An electron in a box with rigid walls has levels that all scale as 1/L², where L is the box length. Stretch the box, and every spacing between levels shrinks by the same percentage. The couplings between neighbouring atoms in a semiconductor also weaken roughly as 1/d², where d is the bond length, so it is tempting to treat the band gap of a crystal in the same way. The problem below tries this on zinc-blende CdSe, whose gap was computed with a hybrid functional at several volumes.

Zinc-blende CdSe under hydrostatic strain, computed with Ansatz 0.2.0 using the HSE06 hybrid functional, PAW potentials, a 420 eV plane-wave cutoff and a 6×6×6 k mesh, without spin polarisation or spin–orbit coupling. The cells are uniformly scaled from an r2SCAN geometry.

```csv
volume (Å³/atom),shortest distance (Å),band gap (eV),least direct gap (eV)
27.819,2.624,1.574,1.574
27.862,2.625,1.570,1.570
28.210,2.636,1.540,1.540
28.441,2.643,1.520,1.520
28.449,2.644,1.520,1.520
28.872,2.657,1.483,1.483
32.495,2.764,1.186,1.186
```

Two cells carry most of the argument: the unstrained one at 28.872 Å³ per atom and the strongly stretched one at 32.495 Å³ per atom. The band gap is the energy from the highest filled to the lowest empty state. It equals the least direct gap in every row, so the same kind of gap is compared throughout.

**(a) Use the box rule to predict the gap of the stretched cell from that of the unstrained one. Does the rule hold, and could a failure be noticed without knowing the cause?**

*Solution.* The bond grows from 2.657 to 2.764 Å, so the rule multiplies the gap by (2.657/2.764)² ≈ 0.924. From 1.483 eV this gives about 1.37 eV. The calculation gives 1.186 eV. The gap has lost 20 % where the rule allows less than 8 %.

One might try to repair the rule with a steeper power of d. The test is to divide the change in the logarithm of the gap by the change in the logarithm of d, which gives the exponent directly. From the smallest cell to the unstrained one it is about −4.8, and from there to the stretched cell about −5.7. A true power law would give the same number twice, so the fault lies in the form of the law and not just in its exponent.

Spin–orbit coupling, which the calculation omits, would lower the gaps. Suppose it takes 0.13 eV from every cell, a rough recalled value. Stretching would then remove the same energy from a smaller gap, and the exponent for the last step would become about −6.3, still further from the box rule.

**(b) What does the crystal have that the box lacks, and does including it repair the prediction?**

*Solution.* The crystal has atoms, and atoms bring energy levels of their own that remain when the bonds are stretched. By the standard picture of this class of semiconductor, the lowest empty state is an antibonding combination of s orbitals. It lies above the mean s level Eₛ by an amount Wₛ, which grows with the coupling between the atoms. The highest filled state is a bonding combination of p orbitals. It lies below the mean p level Eₚ by an amount Wₚ, which grows in the same way. The gap is therefore

gap = (Eₛ + Wₛ) − (Eₚ − Wₚ) = (Eₛ − Eₚ) + (Wₛ + Wₚ).

The first bracket is negative, because in each of the two atoms the valence s level lies below the valence p level, and the picture takes it as independent of the bond length. Only the second bracket weakens as the bonds stretch. The gap is what remains of a large energy after a fixed amount has been subtracted. If the part that depends on the bond length is larger than the gap itself, a modest percentage loss in the coupling becomes a much larger percentage loss in the gap.

This suggests the form gap = A + B(d₀/d)², with d₀ the bond length of the unstrained cell. A fit to the six cells below 30 Å³ per atom gives A ≈ −2.13 eV and B ≈ 3.61 eV. For the stretched cell, which was not part of the fit, the estimate is −2.13 + 3.61 × 0.924 ≈ 1.21 eV. The fitted inverse-square term has lost under 8 %, as in the box, but the gap that remains has lost almost a fifth.

The two constants should not be read as measured level distances. They come from bond lengths that differ by little more than 1 %, and an error in one is largely offset by the other. In a polar crystal, moreover, part of Wₛ and Wₚ stems from the fixed difference between Cd and Se levels. That positive fixed part ends up in A together with the negative first bracket, which by itself is expected to be several eV more negative than A. The sign of A is thus a result of the fit, not something the picture guarantees. Over so short a range, any law with two fitted constants takes up the local slope, and most of the improvement over the box rule comes from that slope: the steeper power of part (a), with exponent −4.8, already gives about 1.23 eV.

The estimate is still about 0.02 eV too high, against a computed fall of 0.30 eV. The sign of the miss is telling. An inverse square flattens with distance, so the form makes the gap fall more slowly as the bonds stretch, whereas the computed gap falls at an almost constant rate: 0.0737 eV per 1 % of bond stretch up to the unstrained cell and 0.0741 eV beyond it. One candidate, untested here, is the filled 4d shell of cadmium, which the picture leaves out. It pushes the valence top up and so narrows the gap. As the bonds stretch, this push fades, which partly offsets the fall of the gap. The offset itself shrinks as the push weakens, so the fall of the gap need not slow down at longer bonds. The form offers a reason why the box rule fails, but a good fit does not prove that reason, and the miss at the stretched cell shows that the form is not exact.

For everyday use there is a simpler tool: the slope of the gap itself against the logarithm of the volume, known as the deformation potential. The same six cells give −2.44 eV, so a uniform expansion of 1 % in volume lowers the gap by about 0.024 eV. Carried on to the stretched cell, this line misses by only 0.009 eV. It works better than the box rule because its slope is taken from the computed gap and so contains whatever steepens the fall, whether or not the cause is understood.

**(c) The same calculations print the energies of the two band edges. From the smallest to the largest cell, the valence top drops by 2.05 eV and the conduction bottom by 2.44 eV. May one conclude that stretching moves both edges down by more than 2 eV?**

*Solution.* No. The warning sign is that the two edges sink almost together: each drop is more than five times the change in the gap, which is 0.39 eV. Such a large common shift should raise the question of what the energies are measured from.

An infinite crystal has no outside, and so no vacuum level to serve as a fixed zero. Plane-wave calculations usually measure energies from an average electrostatic potential inside the crystal. When the atoms move apart, their attractive wells are averaged over more space, and this average rises towards the vacuum level. Levels measured from it appear to sink, even if they were to stay put relative to the vacuum.

The gap escapes this problem because a shift common to both edges cancels in their difference. For the way strain shifts the colour of emitted light, the change of the gap is what matters, and it can be read from these numbers without a common zero. The gaps themselves remain those of HSE06 without spin–orbit coupling. For CdSe this functional tends to give gaps below the measured ones, and spin–orbit coupling would lower them further. For the barrier that an electron or a hole meets between a strained and an unstrained layer, each edge is needed separately. Both materials must then first be placed on a common energy scale, for example by a calculation that contains the interface or a surface with vacuum.

The printed output below compares the three laws with the computed gap of every cell.

Output of the analysis:

```
fit of band_gap on 6 rows (vol < 30): constant -2.129 +/- 0.024, coefficient of u 3.612 +/- 0.023; rms 0.000406, worst 28.449 -0.000745, leave-one-out rms 0.000718
  rows outside the fit (model, value, miss): 32.495 1.21, 1.186, 0.0238
fit of band_gap on 6 rows (vol < 30): constant 1.483 +/- 0.0003, coefficient of lnv -2.44 +/- 0.012; rms 0.000313, worst 28.449 -0.00063, leave-one-out rms 0.000518
  rows outside the fit (model, value, miss): 32.495 1.195, 1.186, 0.00888
Gap from three simple laws, eV:
     row  computed  pure inverse square  constant plus inverse square  linear in ln V
  27.819     1.574                 1.52                         1.574           1.574
  27.862      1.57                1.519                          1.57            1.57
   28.21      1.54                1.506                          1.54            1.54
  28.441      1.52                1.498                          1.52            1.52
  28.449      1.52                1.498                         1.519           1.519
  28.872     1.483                1.483                         1.484           1.483
  32.495     1.186                1.371                          1.21           1.195
Bond length change, unstrained to stretched cell, %: 4.019
Gap change, unstrained to stretched cell, %: -20.03
Gap change expected from pure inverse-square scaling, %: -7.578
Share of the computed gap change that pure scaling gives, %: 37.84
Miss of pure scaling at the stretched cell, eV: 0.1846
Exponent of gap against bond length, smallest to unstrained cell: -4.809
Exponent of gap against bond length, unstrained to stretched cell: -5.671
Same exponent to the stretched cell with all gaps lowered by 0.13 eV: -6.29
Raw valence top, change over the whole series, eV: -2.047
Raw conduction bottom, change over the whole series, eV: -2.435
Gap, change over the whole series, eV: -0.388
```
